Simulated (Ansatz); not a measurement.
Piezoelectric tensor of GaAs at 5 GPa (stress–strain coefficients)

All numbers below come from Ansatz, DFT PBEsol, scalar-relativistic, plane waves, PAW. Settings: 420 eV plane-wave cutoff, Γ-centred 12×12×12 mesh, fixed occupations. No spin polarisation.

The cell, relaxed at 5 GPa:
```yaml
crystal:
  lattice:
    - [0.00000, 2.77134, 2.77134]
    - [2.77134, 0.00000, 2.77134]
    - [2.77134, 2.77134, 0.00000]
  atoms:
    - { symbol: Ga, position: [0.00000, 0.00000, 0.00000] }
    - { symbol: As, position: [0.75000, 0.75000, 0.75000] }
```

 The bands were filled as in an insulator; under compression the gap may have closed between mesh points.

(1) Give the relaxed-ion proper piezoelectric stress tensor e_iJ (C/m², Voigt columns xx yy zz yz xz xy).

(2) With the elastic constants (GPa, Voigt order)
C11 = 132.0, C12 = 71.3, C13 = 71.3, C22 = 132.0, C23 = 71.3, C33 = 132.0, C44 = 59.3, C55 = 59.3, C66 = 59.3 GPa; the others vanish.
find the strain coefficients d = e·C⁻¹ (pC/N).

Answers

(1)
```
x   0.000 0.000 0.000 0.085 0.000 0.000
y   0.000 0.000 0.000 0.000 0.085 0.000
z   0.000 0.000 0.000 0.000 0.000 0.085
```
Signs follow the orientation of the cell as given.

(2)
```
x   0.00 0.00 0.00 1.44 0.00 0.00
y   0.00 0.00 0.00 0.00 1.44 0.00
z   0.00 0.00 0.00 0.00 0.00 1.44
```

Cost: 1 run of about 4.6 core-minutes, on Arm Neoverse V1 (shared hosts).